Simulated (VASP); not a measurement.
Take Li2O (antifluorite), with a static lattice, in VASP with PAW potentials, and its lattice constant a.

Task: One run gives 4.593 Å. Which level is it?
(A) LDA
(B) PBEsol
(C) PBE-D3(BJ)
(D) rev-vdW-DF2

Result: B, PBEsol.  The others give 4.611 (rev-vdW-DF2), 4.500 (LDA), 4.533 (PBE-D3(BJ)).

Only levels that ran to the end are used. Left out are those held back, those with too coarse a band path, GW runs whose mesh misses a band edge, hybrids' fits of cells that aren't cubic and levels without matching references; a question may draw on a part of the rest.

The compound is Li2O in the antifluorite structure.
